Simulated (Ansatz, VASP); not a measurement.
# Pb in VASP and in Ansatz

File INCAR:

```
  PREC = Accurate
  ENCUT = 520
  EDIFF = 1E-7
  ISMEAR = 0
  SIGMA = 0.012
  LREAL = False
  LASPH = True
  NELM = 100
  ALGO = Normal
  ISIF = 2
  LWAVE = False
  LCHARG = True
  GGA = PE
  LELF = True
  LVHAR = True
```

The input KPOINTS:

```
regular mesh
0
Gamma
  9 9 9
```

File POSCAR:

```
Pb
1.0
    0.0000000000      2.4750200000      2.4750200000
    2.4750200000      0.0000000000      2.4750200000
    2.4750200000      2.4750200000      0.0000000000
Pb
1
Direct
    0.0000000000      0.0000000000      0.0000000000
```

The input input.yaml:

```yaml
crystal:
  lattice:
    - [0.0, 2.47502, 2.47502]
    - [2.47502, 0.0, 2.47502]
    - [2.47502, 2.47502, 0.0]
  atoms:
    - { symbol: Pb, position: [0.0, 0.0, 0.0] }
hamiltonian:
  xc: pbe
  pseudopotentials: { kind: paw }
kpoints:
  mp_grid: { grid: [9, 9, 9] }
scf:
  occupations: { method: gaussian, width: 0.012 }
output:
  forces: true
  stress: true
  eigenvalues: true
  write_density: true
  write_potential: true
  elf: true
  volumetric_format: npy
```

Alike in both runs: task single point; functional PBE; k mesh 9 × 9 × 9; occupations gaussian, width 0.012 eV; no spin polarisation.

|  | VASP | Ansatz |
| --- | --- | --- |
| version | VASP 6.6.1 | Ansatz 0.2.0 |
| potentials or method | VASP PAW PBE potentials, release 64 (Pb_d) | Ansatz PAW |
| plane-wave cutoff (eV) | 520 | 420 |
| valence electrons in the cell | 14 | 14 |

```tsv
	VASP	Ansatz	Ansatz less VASP
gap on the k mesh at the Fermi level (eV)	none	none	-
pressure (GPa)	2.2	2.2	+0.07
```

A gap of «none» marks a metal or a gap that the smearing closes.

The runs have no spin-orbit coupling, so splittings on Pb are missing.
